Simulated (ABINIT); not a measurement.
# PbSe (Clausthalite) in ABINIT: convergence with cutoff

Input of the first run (cutoff 17 Ha); the others differ in this setting and in those tied to it:

File run.abi:

```
# Pseudopotentials
pp_dirpath "./"
pseudos "Pb.upf, Se.upf"

# Structure
acell 4.3284127397 4.3284127397 4.3284127397 Angstrom
rprim
     0.0000000000     0.7071067812     0.7071067812
     0.7071067812     0.0000000000     0.7071067812
     0.7071067812     0.7071067812     0.0000000000
ntypat 2
znucl 82 34
natom 2
typat 1 2
xred
     0.0000000000     0.0000000000     0.0000000000
     0.5000000000     0.5000000000     0.5000000000

# Plane-wave basis
ecut 17.0

# k points
kptopt 1
ngkpt 8 8 8
nshiftk 1
shiftk 0.0 0.0 0.0

# Exchange and correlation
ixc 7

# Bands and occupations
nband 19
occopt 7
tsmear 0.05 eV

# SCF cycle
nstep 100
tolvrs 1.0e-10

# Output
iomode 3
prtwf 0
prtden 0
prteig 0
prtebands 0
enunit 1
```

Potentials or basis: PseudoDojo NC SR LDA v0.4.1 standard.

The run is started by

```bash
$ abinit run.abi > log 2>&1
```

Hardware: 1 thread of Arm Neoverse V1, on a shared host.

The values tried are 17 Ha, 21.5 Ha, 26 Ha, 30 Ha, 36.5 Ha, 43 Ha, 49.5 Ha, 58 Ha, 69 Ha, loosest first. From which on does the energy stay within 1 meV/atom of the tightest run that finished?

From 43 Ha on.

```csv
cutoff,"energy less the tightest run, at zero smearing (meV/atom)",gap on the mesh (eV),SCF cycles,CPU time (s),peak memory (GiB)
17 Ha,63742.48,0.286,9,22,0.07
21.5 Ha,18462.02,0.221,10,36,0.07
26 Ha,3918.49,0.202,10,48,0.08
30 Ha,690.66,0.194,9,62,0.09
36.5 Ha,15.36,0.191,10,82,0.11
43 Ha,0.45,0.191,9,96,0.12
49.5 Ha,0.28,0.191,9,120,0.14
58 Ha,0.08,0.191,10,170,0.17
69 Ha,0.00,0.191,10,210,0.2
```

Against the tightest run, the gap on the mesh stays within 0.01 eV from 30 Ha on. The tightest run that finished is the yardstick and may itself not be fully converged.

Caveat, for the tightest run too: spin-orbit coupling is left out, which as a rule narrows the gap of such compounds by several tenths of an eV.
